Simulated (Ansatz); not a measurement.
## ZnO

```yaml
crystal:
  lattice:
    - [3.27926, 0.00000, 0.00000]
    - [-1.63963, 2.83992, 0.00000]
    - [0.00000, 0.00000, 5.29387]
  atoms:
    - { symbol: Zn, position: [0.33333, 0.66667, 0.99848] }
    - { symbol: Zn, position: [0.66667, 0.33333, 0.49848] }
    - { symbol: O, position: [0.33333, 0.66667, 0.37752] }
    - { symbol: O, position: [0.66667, 0.33333, 0.87752] }
```

Atom numbers follow the list: Zn1, Zn2, O3, O4.

The structure comes from a relaxation in the same program, started in the wurtzite type, and has space group P6_3mc. Whether it is a known phase or the ground state wasn't checked.

Methods: DFT, PBE, all-electron LAPW, scalar-relativistic (Ansatz 0.2.0); DFT, PBE, PAW with Ansatz's default frozen-core files, scalar-relativistic (Ansatz 0.2.0); DFT, PBE, all-electron PAW with datasets made for the crystal, scalar-relativistic (Ansatz 0.2.0).

For LAPW: a Γ-centred 12×12×7 k mesh, Fermi–Dirac smearing of 0.08 eV, basis error target 1 meV/atom, no spin polarisation. PAW takes a cutoff of 420 eV at this cell. The crystal-made all-electron datasets (AE datasets) take a cutoff of 440 eV at this cell. The Ansatz runs share mesh, smearing and spin set-up. Values come from LAPW unless marked.

```yaml
Pressure_at_this_cell: -0.08 GPa
Volume_per_atom: 12.33 Å³
```

Q: Predict this quantity. Band gap.

A: 0.76 eV, direct at Γ.

Q: Predict this quantity. Bader charges (from the PAW run).

A: Zn1 +1.21, O3 -1.21 e.

Q: Give the computed value. Löwdin charges (with 0.37 e of the cell spilling out of the atomic basis, so their sizes and signs hang on that basis).

A: Zn1 1.41, O3 -1.22 e.

Q: Predict this quantity. Field gradients Vzz (crystal-made datasets).

A: Zn1 0.41 (η = 0.00), O3 -0.09 (η = 0.00) in 10²¹ V/m².
